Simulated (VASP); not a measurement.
# Pt (Im-3m) in VASP: notebook, part 3 of 7

VASP 6.6.1. The steps go on from the part before.

### 33 Equation of state, LDA, 16.38 Å³/atom

File INCAR:

```
PREC = Accurate
ENCUT = 400
EDIFF = 1E-6
ISMEAR = 1
SIGMA = 0.15
LREAL = F
LASPH = T
NELM = 100
ALGO = Normal
ISIF = 2
LWAVE = F
LCHARG = F
GGA = CA
ADDGRID = F
```

File KPOINTS:

```
regular mesh
0
Gamma
  11 11 11
```

File POSCAR:

```
Pt
1.0
   -1.5999063667      1.5999063667      1.5999063667
    1.5999063667     -1.5999063667      1.5999063667
    1.5999063667      1.5999063667     -1.5999063667
Pt
1
Direct
    0.0000000000      0.0000000000      0.0000000000
```

Potentials or basis: VASP PAW LDA potentials, release 64 (Pt).

Run with:

```console
> cat potpaw_LDA.64/Pt/POTCAR > POTCAR
> mpirun -np 1 vasp_std > vasp.out
```

Wall time 3.6 s (1 thread of Intel Xeon Platinum 8488C (Sapphire Rapids), shared host); peak memory 0.11 GiB.

These settings aren't checked as converged: the numbers below hold their error.

What came out:

| Quantity | Value |
| --- | --- |
| Free energy | -7.2626 eV |
| Pressure | -20.6 GPa |
| Band gap on the k mesh | none (metal or under the smearing width) |

### 34 Equation of state, LDA, 15.43 Å³/atom

Edit INCAR of step 33 so:

```diff
@@ -1,3 +1,3 @@
 PREC = Accurate
-ENCUT = 400
+ENCUT = 220
 EDIFF = 1E-6
```

File KPOINTS:

```
regular mesh
0
Gamma
  15 15 15
```

File POSCAR:

```
Pt
1.0
   -1.5682166836      1.5682166836      1.5682166836
    1.5682166836     -1.5682166836      1.5682166836
    1.5682166836      1.5682166836     -1.5682166836
Pt
1
Direct
    0.0000000000      0.0000000000      0.0000000000
```

Run with:

```console
> cat potpaw_LDA.64/Pt/POTCAR > POTCAR
> mpirun -np 1 vasp_std > vasp.out
```

Wall time 3.1 s (1 thread of Intel Xeon Platinum 8488C (Sapphire Rapids), shared host); peak memory 0.1 GiB.

The run converged, but a check on its numbers failed (symmetry, net force, bounds or a known fault of this set-up), so they aren't taken as properties of the crystal.

Caveat: the cutoff lies under the usual one of these potentials, so the numbers hold a large basis-set error.

### 35 Equation of state, LDA, 16.38 Å³/atom

INCAR is that of step 34.

KPOINTS is that of step 34.

File POSCAR:

```
Pt
1.0
   -1.5999063667      1.5999063667      1.5999063667
    1.5999063667     -1.5999063667      1.5999063667
    1.5999063667      1.5999063667     -1.5999063667
Pt
1
Direct
    0.0000000000      0.0000000000      0.0000000000
```

Run with:

```console
> cat potpaw_LDA.64/Pt/POTCAR > POTCAR
> mpirun -np 1 vasp_std > vasp.out
```

Run time: 3.6 s. Hardware: 1 thread of Intel Xeon Platinum 8488C (Sapphire Rapids), shared host; peak memory 0.1 GiB.

The run converged, but a check on its numbers failed (symmetry, net force, bounds or a known fault of this set-up), so they aren't taken as properties of the crystal.

Caveat: the cutoff lies under the usual one of these potentials, so the numbers hold a large basis-set error.

### 36 Equation of state, LDA, 15.43 Å³/atom

Edit INCAR of step 35 so:

```diff
@@ -1,3 +1,3 @@
 PREC = Accurate
-ENCUT = 220
+ENCUT = 650
 EDIFF = 1E-6
```

File KPOINTS:

```
regular mesh
0
Gamma
  9 9 9
```

File POSCAR:

```
Pt
1.0
   -1.5682166836      1.5682166836      1.5682166836
    1.5682166836     -1.5682166836      1.5682166836
    1.5682166836      1.5682166836     -1.5682166836
Pt
1
Direct
    0.0000000000      0.0000000000      0.0000000000
```

Potentials or basis: VASP PAW LDA potentials, release 64 (Pt).

Run with:

```console
> cat potpaw_LDA.64/Pt/POTCAR > POTCAR
> mpirun -np 1 vasp_std > vasp.out
```

Wall time 3.9 s (1 thread of Intel Xeon Platinum 8488C (Sapphire Rapids), shared host); peak memory 0.13 GiB.

The run converged, but some of its settings lie outside the range that counts as converged, so its numbers aren't taken as properties of the crystal.

What came out:

| Quantity | Value |
| --- | --- |
| Free energy | -7.3925 eV |
| Pressure | -9.0 GPa |
| Band gap on the k mesh | none (metal or under the smearing width) |

### 37 Equation of state, LDA, 16.38 Å³/atom

INCAR is that of step 36.

KPOINTS is that of step 36.

File POSCAR:

```
Pt
1.0
   -1.5999063667      1.5999063667      1.5999063667
    1.5999063667     -1.5999063667      1.5999063667
    1.5999063667      1.5999063667     -1.5999063667
Pt
1
Direct
    0.0000000000      0.0000000000      0.0000000000
```

Run with:

```console
> cat potpaw_LDA.64/Pt/POTCAR > POTCAR
> mpirun -np 1 vasp_std > vasp.out
```

It took 4.3 s on 1 thread of Intel Xeon Platinum 8488C (Sapphire Rapids), shared host; peak memory 0.13 GiB.

The run converged, but some of its settings lie outside the range that counts as converged, so its numbers aren't taken as properties of the crystal.

What came out:

```
Free energy            : -7.2994 eV
Pressure               : -21.4 GPa
Band gap on the k mesh : none (metal or under the smearing width)
```

### 38 Equation of state, LDA, 15.43 Å³/atom

Edit INCAR of step 37 so:

```diff
@@ -1,3 +1,3 @@
 PREC = Accurate
-ENCUT = 650
+ENCUT = 460
 EDIFF = 1E-6
```

File KPOINTS:

```
regular mesh
0
Gamma
  11 11 11
```

File POSCAR:

```
Pt
1.0
   -1.5682166836      1.5682166836      1.5682166836
    1.5682166836     -1.5682166836      1.5682166836
    1.5682166836      1.5682166836     -1.5682166836
Pt
1
Direct
    0.0000000000      0.0000000000      0.0000000000
```

Run with:

```console
> cat potpaw_LDA.64/Pt/POTCAR > POTCAR
> mpirun -np 1 vasp_std > vasp.out
```

Run time: 5.3 s. Hardware: 1 thread of Intel Xeon Platinum 8488C (Sapphire Rapids), shared host; peak memory 0.12 GiB.

The run converged, but some of its settings lie outside the range that counts as converged, so its numbers aren't taken as properties of the crystal.

Results:

```
Free energy            : -7.3507 eV
Pressure               : -8.2 GPa
Band gap on the k mesh : none (metal or under the smearing width)
```

### 39 Equation of state, LDA, 16.38 Å³/atom

INCAR is that of step 38.

KPOINTS is that of step 38.

File POSCAR:

```
Pt
1.0
   -1.5999063667      1.5999063667      1.5999063667
    1.5999063667     -1.5999063667      1.5999063667
    1.5999063667      1.5999063667     -1.5999063667
Pt
1
Direct
    0.0000000000      0.0000000000      0.0000000000
```

Potentials or basis: VASP PAW LDA potentials, release 64 (Pt).

Run with:

```console
> cat potpaw_LDA.64/Pt/POTCAR > POTCAR
> mpirun -np 1 vasp_std > vasp.out
```

It took 5 s on 1 thread of Intel Xeon Platinum 8488C (Sapphire Rapids), shared host; peak memory 0.12 GiB.

These settings aren't checked as converged: the numbers below hold their error.

What came out:

```yaml
Free_energy: -7.2627 eV
Pressure: -20.5 GPa
Band_gap_on_the_k_mesh: none (metal or under the smearing width)
```

### 40 Equation of state, LDA, 15.43 Å³/atom

Edit INCAR of step 39 so:

```diff
@@ -4,3 +4,3 @@
 ISMEAR = 1
-SIGMA = 0.15
+SIGMA = 0.4
 LREAL = F
```

KPOINTS is that of step 39.

File POSCAR:

```
Pt
1.0
   -1.5682166836      1.5682166836      1.5682166836
    1.5682166836     -1.5682166836      1.5682166836
    1.5682166836      1.5682166836     -1.5682166836
Pt
1
Direct
    0.0000000000      0.0000000000      0.0000000000
```

Run with:

```console
> cat potpaw_LDA.64/Pt/POTCAR > POTCAR
> mpirun -np 1 vasp_std > vasp.out
```

Wall time 5.4 s (1 thread of Intel Xeon Platinum 8488C (Sapphire Rapids), shared host); peak memory 0.12 GiB.

These settings aren't checked as converged: the numbers below hold their error.

What came out:

```yaml
Free_energy: -7.3575 eV
Pressure: -8.2 GPa
Band_gap_on_the_k_mesh: none (metal or under the smearing width)
```

### 41 Equation of state, LDA, 16.38 Å³/atom

INCAR is that of step 40.

KPOINTS is that of step 40.

File POSCAR:

```
Pt
1.0
   -1.5999063667      1.5999063667      1.5999063667
    1.5999063667     -1.5999063667      1.5999063667
    1.5999063667      1.5999063667     -1.5999063667
Pt
1
Direct
    0.0000000000      0.0000000000      0.0000000000
```

Run with:

```console
> cat potpaw_LDA.64/Pt/POTCAR > POTCAR
> mpirun -np 1 vasp_std > vasp.out
```

Wall time 3.9 s (1 thread of Intel Xeon Platinum 8488C (Sapphire Rapids), shared host); peak memory 0.12 GiB.

These settings aren't checked as converged: the numbers below hold their error.

What came out:

```yaml
Free_energy: -7.2690 eV
Pressure: -20.7 GPa
Band_gap_on_the_k_mesh: none (metal or under the smearing width)
```

### 42 Equation of state, LDA, 15.43 Å³/atom

Edit INCAR of step 41 so:

```diff
@@ -4,3 +4,3 @@
 ISMEAR = 1
-SIGMA = 0.4
+SIGMA = 0.2
 LREAL = F
```

KPOINTS is that of step 41.

File POSCAR:

```
Pt
1.0
   -1.5682166836      1.5682166836      1.5682166836
    1.5682166836     -1.5682166836      1.5682166836
    1.5682166836      1.5682166836     -1.5682166836
Pt
1
Direct
    0.0000000000      0.0000000000      0.0000000000
```

Potentials or basis: VASP PAW LDA potentials, release 64 (Pt).

Run with:

```console
> cat potpaw_LDA.64/Pt/POTCAR > POTCAR
> mpirun -np 1 vasp_std > vasp.out
```

It took 3.9 s on 1 thread of Intel Xeon Platinum 8488C (Sapphire Rapids), shared host; peak memory 0.12 GiB.

The run converged, but some of its settings lie outside the range that counts as converged, so its numbers aren't taken as properties of the crystal.

Results:

```yaml
Free_energy: -7.3522 eV
Pressure: -8.1 GPa
Band_gap_on_the_k_mesh: none (metal or under the smearing width)
```

### 43 Equation of state, LDA, 16.38 Å³/atom

INCAR is that of step 42.

KPOINTS is that of step 42.

File POSCAR:

```
Pt
1.0
   -1.5999063667      1.5999063667      1.5999063667
    1.5999063667     -1.5999063667      1.5999063667
    1.5999063667      1.5999063667     -1.5999063667
Pt
1
Direct
    0.0000000000      0.0000000000      0.0000000000
```

Run with:

```console
> cat potpaw_LDA.64/Pt/POTCAR > POTCAR
> mpirun -np 1 vasp_std > vasp.out
```

Wall time 4.6 s (1 thread of Intel Xeon Platinum 8488C (Sapphire Rapids), shared host); peak memory 0.12 GiB.

These settings aren't checked as converged: the numbers below hold their error.

What came out:

```yaml
Free_energy: -7.2645 eV
Pressure: -20.5 GPa
Band_gap_on_the_k_mesh: none (metal or under the smearing width)
```

### 44 Equation of state, LDA, 15.43 Å³/atom

Edit INCAR of step 43 so:

```diff
@@ -4,3 +4,3 @@
 ISMEAR = 1
-SIGMA = 0.2
+SIGMA = 0.1
 LREAL = F
```

KPOINTS is that of step 43.

File POSCAR:

```
Pt
1.0
   -1.5682166836      1.5682166836      1.5682166836
    1.5682166836     -1.5682166836      1.5682166836
    1.5682166836      1.5682166836     -1.5682166836
Pt
1
Direct
    0.0000000000      0.0000000000      0.0000000000
```

Run with:

```console
> cat potpaw_LDA.64/Pt/POTCAR > POTCAR
> mpirun -np 1 vasp_std > vasp.out
```

Run time: 4.4 s. Hardware: 1 thread of Intel Xeon Platinum 8488C (Sapphire Rapids), shared host; peak memory 0.12 GiB.

These settings aren't checked as converged: the numbers below hold their error.

What came out:

```yaml
Free_energy: -7.3496 eV
Pressure: -8.2 GPa
Band_gap_on_the_k_mesh: none (metal or under the smearing width)
```

### 45 Equation of state, LDA, 16.38 Å³/atom

INCAR is that of step 44.

KPOINTS is that of step 44.

File POSCAR:

```
Pt
1.0
   -1.5999063667      1.5999063667      1.5999063667
    1.5999063667     -1.5999063667      1.5999063667
    1.5999063667      1.5999063667     -1.5999063667
Pt
1
Direct
    0.0000000000      0.0000000000      0.0000000000
```

Potentials or basis: VASP PAW LDA potentials, release 64 (Pt).

Run with:

```console
> cat potpaw_LDA.64/Pt/POTCAR > POTCAR
> mpirun -np 1 vasp_std > vasp.out
```

Run time: 4.5 s. Hardware: 1 thread of Intel Xeon Platinum 8488C (Sapphire Rapids), shared host; peak memory 0.12 GiB.

These settings aren't checked as converged: the numbers below hold their error.

Results:

```yaml
Free_energy: -7.2614 eV
Pressure: -20.5 GPa
Band_gap_on_the_k_mesh: none (metal or under the smearing width)
```

### 46 Equation of state, LDA, 15.43 Å³/atom

Edit INCAR of step 45 so:

```diff
@@ -4,3 +4,3 @@
 ISMEAR = 1
-SIGMA = 0.1
+SIGMA = 0.05
 LREAL = F
```

KPOINTS is that of step 45.

File POSCAR:

```
Pt
1.0
   -1.5682166836      1.5682166836      1.5682166836
    1.5682166836     -1.5682166836      1.5682166836
    1.5682166836      1.5682166836     -1.5682166836
Pt
1
Direct
    0.0000000000      0.0000000000      0.0000000000
```

Run with:

```console
> cat potpaw_LDA.64/Pt/POTCAR > POTCAR
> mpirun -np 1 vasp_std > vasp.out
```

Wall time 4.5 s (1 thread of Intel Xeon Platinum 8488C (Sapphire Rapids), shared host); peak memory 0.12 GiB.

These settings aren't checked as converged: the numbers below hold their error.

Results:

```yaml
Free_energy: -7.3494 eV
Pressure: -8.3 GPa
Band_gap_on_the_k_mesh: none (metal or under the smearing width)
```

### 47 Equation of state, LDA, 16.38 Å³/atom

INCAR is that of step 46.

KPOINTS is that of step 46.

File POSCAR:

```
Pt
1.0
   -1.5999063667      1.5999063667      1.5999063667
    1.5999063667     -1.5999063667      1.5999063667
    1.5999063667      1.5999063667     -1.5999063667
Pt
1
Direct
    0.0000000000      0.0000000000      0.0000000000
```

Run with:

```console
> cat potpaw_LDA.64/Pt/POTCAR > POTCAR
> mpirun -np 1 vasp_std > vasp.out
```

It took 4.6 s on 1 thread of Intel Xeon Platinum 8488C (Sapphire Rapids), shared host; peak memory 0.12 GiB.

The run converged, but some of its settings lie outside the range that counts as converged, so its numbers aren't taken as properties of the crystal.

Results:

- Free energy: -7.2608 eV
- Pressure: -20.5 GPa
- Band gap on the k mesh: none (metal or under the smearing width)

### 48 Equation of state, LDA, 15.43 Å³/atom

Edit INCAR of step 47 so:

```diff
@@ -4,3 +4,3 @@
 ISMEAR = 1
-SIGMA = 0.05
+SIGMA = 0.02
 LREAL = F
```

KPOINTS is that of step 47.

File POSCAR:

```
Pt
1.0
   -1.5682166836      1.5682166836      1.5682166836
    1.5682166836     -1.5682166836      1.5682166836
    1.5682166836      1.5682166836     -1.5682166836
Pt
1
Direct
    0.0000000000      0.0000000000      0.0000000000
```

Potentials or basis: VASP PAW LDA potentials, release 64 (Pt).

Run with:

```console
> cat potpaw_LDA.64/Pt/POTCAR > POTCAR
> mpirun -np 1 vasp_std > vasp.out
```

Wall time 4.7 s (1 thread of Intel Xeon Platinum 8488C (Sapphire Rapids), shared host); peak memory 0.11 GiB.

These settings aren't checked as converged: the numbers below hold their error.

What came out:

- Free energy: -7.3495 eV
- Pressure: -8.2 GPa
- Band gap on the k mesh: none (metal or under the smearing width)

### 49 Equation of state, LDA, 16.38 Å³/atom

INCAR is that of step 48.

KPOINTS is that of step 48.

File POSCAR:

```
Pt
1.0
   -1.5999063667      1.5999063667      1.5999063667
    1.5999063667     -1.5999063667      1.5999063667
    1.5999063667      1.5999063667     -1.5999063667
Pt
1
Direct
    0.0000000000      0.0000000000      0.0000000000
```

Run with:

```console
> cat potpaw_LDA.64/Pt/POTCAR > POTCAR
> mpirun -np 1 vasp_std > vasp.out
```

Run time: 5 s. Hardware: 1 thread of Intel Xeon Platinum 8488C (Sapphire Rapids), shared host; peak memory 0.12 GiB.

The run converged, but some of its settings lie outside the range that counts as converged, so its numbers aren't taken as properties of the crystal.

Results:

```
Free energy            : -7.2608 eV
Pressure               : -20.4 GPa
Band gap on the k mesh : none (metal or under the smearing width)
```

### 50 Equation of state, LDA, 15.43 Å³/atom

File INCAR:

```
PREC = Low
ENCUT = 460
EDIFF = 1E-6
ISMEAR = 1
SIGMA = 0.15
LREAL = F
LASPH = T
NELM = 100
ALGO = Normal
ISIF = 2
LWAVE = F
LCHARG = F
GGA = CA
ADDGRID = F
```

KPOINTS is that of step 49.

File POSCAR:

```
Pt
1.0
   -1.5682166836      1.5682166836      1.5682166836
    1.5682166836     -1.5682166836      1.5682166836
    1.5682166836      1.5682166836     -1.5682166836
Pt
1
Direct
    0.0000000000      0.0000000000      0.0000000000
```

Run with:

```console
> cat potpaw_LDA.64/Pt/POTCAR > POTCAR
> mpirun -np 1 vasp_std > vasp.out
```

It took 3.2 s on 1 thread of Intel Xeon Platinum 8488C (Sapphire Rapids), shared host; peak memory 0.1 GiB.

The run converged, but some of its settings lie outside the range that counts as converged, so its numbers aren't taken as properties of the crystal.

Results:

- Free energy: -7.3514 eV
- Pressure: -8.2 GPa
- Band gap on the k mesh: none (metal or under the smearing width)

### 51 Equation of state, LDA, 16.38 Å³/atom

INCAR is that of step 50.

KPOINTS is that of step 50.

File POSCAR:

```
Pt
1.0
   -1.5999063667      1.5999063667      1.5999063667
    1.5999063667     -1.5999063667      1.5999063667
    1.5999063667      1.5999063667     -1.5999063667
Pt
1
Direct
    0.0000000000      0.0000000000      0.0000000000
```

Potentials or basis: VASP PAW LDA potentials, release 64 (Pt).

Run with:

```console
> cat potpaw_LDA.64/Pt/POTCAR > POTCAR
> mpirun -np 1 vasp_std > vasp.out
```

Run time: 3.3 s. Hardware: 1 thread of Intel Xeon Platinum 8488C (Sapphire Rapids), shared host; peak memory 0.1 GiB.

The run converged, but some of its settings lie outside the range that counts as converged, so its numbers aren't taken as properties of the crystal.

What came out:

- Free energy: -7.2631 eV
- Pressure: -20.5 GPa
- Band gap on the k mesh: none (metal or under the smearing width)

### 52 Equation of state, LDA, 15.43 Å³/atom

Edit INCAR of step 51 so:

```diff
@@ -1,2 +1,2 @@
-PREC = Low
+PREC = Normal
 ENCUT = 460
```

KPOINTS is that of step 51.

File POSCAR:

```
Pt
1.0
   -1.5682166836      1.5682166836      1.5682166836
    1.5682166836     -1.5682166836      1.5682166836
    1.5682166836      1.5682166836     -1.5682166836
Pt
1
Direct
    0.0000000000      0.0000000000      0.0000000000
```

Run with:

```console
> cat potpaw_LDA.64/Pt/POTCAR > POTCAR
> mpirun -np 1 vasp_std > vasp.out
```

Wall time 2.7 s (1 thread of Intel Xeon Platinum 8488C (Sapphire Rapids), shared host); peak memory 0.11 GiB.

The run converged, but some of its settings lie outside the range that counts as converged, so its numbers aren't taken as properties of the crystal.

Results:

```yaml
Free_energy: -7.3507 eV
Pressure: -8.2 GPa
Band_gap_on_the_k_mesh: none (metal or under the smearing width)
```

### 53 Equation of state, LDA, 16.38 Å³/atom

INCAR is that of step 52.

KPOINTS is that of step 52.

File POSCAR:

```
Pt
1.0
   -1.5999063667      1.5999063667      1.5999063667
    1.5999063667     -1.5999063667      1.5999063667
    1.5999063667      1.5999063667     -1.5999063667
Pt
1
Direct
    0.0000000000      0.0000000000      0.0000000000
```

Run with:

```console
> cat potpaw_LDA.64/Pt/POTCAR > POTCAR
> mpirun -np 1 vasp_std > vasp.out
```

Wall time 3 s (1 thread of Intel Xeon Platinum 8488C (Sapphire Rapids), shared host); peak memory 0.11 GiB.

The run converged, but some of its settings lie outside the range that counts as converged, so its numbers aren't taken as properties of the crystal.

What came out:

* Free energy: -7.2627 eV
* Pressure: -20.5 GPa
* Band gap on the k mesh: none (metal or under the smearing width)

### 54 Equation of state, LDA, 15.43 Å³/atom

Edit INCAR of step 53 so:

```diff
@@ -1,2 +1,2 @@
-PREC = Normal
+PREC = Accurate
 ENCUT = 460
@@ -5,3 +5,3 @@
 SIGMA = 0.15
-LREAL = F
+LREAL = Auto
 LASPH = T
```

KPOINTS is that of step 53.

File POSCAR:

```
Pt
1.0
   -1.5682166836      1.5682166836      1.5682166836
    1.5682166836     -1.5682166836      1.5682166836
    1.5682166836      1.5682166836     -1.5682166836
Pt
1
Direct
    0.0000000000      0.0000000000      0.0000000000
```

Potentials or basis: VASP PAW LDA potentials, release 64 (Pt).

Run with:

```console
> cat potpaw_LDA.64/Pt/POTCAR > POTCAR
> mpirun -np 1 vasp_std > vasp.out
```

Run time: 7.9 s. Hardware: 1 thread of Intel Xeon Platinum 8488C (Sapphire Rapids), shared host; peak memory 0.12 GiB.

These settings aren't checked as converged: the numbers below hold their error.

Results:

```
Free energy            : -7.3515 eV
Pressure               : -8.2 GPa
Band gap on the k mesh : none (metal or under the smearing width)
```

### 55 Equation of state, LDA, 16.38 Å³/atom

INCAR is that of step 54.

KPOINTS is that of step 54.

File POSCAR:

```
Pt
1.0
   -1.5999063667      1.5999063667      1.5999063667
    1.5999063667     -1.5999063667      1.5999063667
    1.5999063667      1.5999063667     -1.5999063667
Pt
1
Direct
    0.0000000000      0.0000000000      0.0000000000
```

Run with:

```console
> cat potpaw_LDA.64/Pt/POTCAR > POTCAR
> mpirun -np 1 vasp_std > vasp.out
```

Wall time 8.2 s (1 thread of Intel Xeon Platinum 8488C (Sapphire Rapids), shared host); peak memory 0.12 GiB.

The run converged, but some of its settings lie outside the range that counts as converged, so its numbers aren't taken as properties of the crystal.

Results:

```yaml
Free_energy: -7.2634 eV
Pressure: -20.5 GPa
Band_gap_on_the_k_mesh: none (metal or under the smearing width)
```

### 56 Equation of state, LDA, 15.43 Å³/atom

Edit INCAR of step 55 so:

```diff
@@ -2,6 +2,6 @@
 ENCUT = 460
-EDIFF = 1E-6
+EDIFF = 0.01
 ISMEAR = 1
 SIGMA = 0.15
-LREAL = Auto
+LREAL = F
 LASPH = T
```

KPOINTS is that of step 55.

File POSCAR:

```
Pt
1.0
   -1.5682166836      1.5682166836      1.5682166836
    1.5682166836     -1.5682166836      1.5682166836
    1.5682166836      1.5682166836     -1.5682166836
Pt
1
Direct
    0.0000000000      0.0000000000      0.0000000000
```

Run with:

```console
> cat potpaw_LDA.64/Pt/POTCAR > POTCAR
> mpirun -np 1 vasp_std > vasp.out
```

Run time: 3.8 s. Hardware: 1 thread of Intel Xeon Platinum 8488C (Sapphire Rapids), shared host; peak memory 0.12 GiB.

These settings aren't checked as converged: the numbers below hold their error.

Results:

```
Free energy            : -7.3508 eV
Pressure               : -10.2 GPa
Band gap on the k mesh : none (metal or under the smearing width)
```

(Part 3 of 7 ends here.)
